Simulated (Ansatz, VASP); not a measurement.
# One calculation of TiN, two programs

```
Ti N
1.0
     0.00000    2.16362    2.16362
     2.16362    0.00000    2.16362
     2.16362    2.16362    0.00000
Ti N
1 1
Direct
  0.00000 0.00000 0.00000
  0.50000 0.50000 0.50000
```

Change from the starting cell: volume scaled by 1.06, PAW files.

Alike in both runs: task electric field gradients; functional PBE; k mesh 13 × 13 × 13; occupations fermi-dirac, width 0.05 eV; no spin polarisation.

|  | VASP | Ansatz |
| --- | --- | --- |
| version | VASP 6.6.1 | Ansatz 0.2.0 |
| potentials or method | VASP PAW PBE potentials, release 64 (Ti_sv, N) | PAW with Ansatz's default frozen-core files, scalar-relativistic |
| plane-wave cutoff (eV) | 520 | 420 |
| valence electrons in the cell | 17 | 17 |

|  | VASP | Ansatz | Ansatz less VASP |
| --- | --- | --- | --- |
| pressure (GPa) | -13.4 | -13.8 | -0.40 |
| Vzz of the field gradient on the site that differs most (V/Å²) | 0.0 | 0.0 | 0.00 |
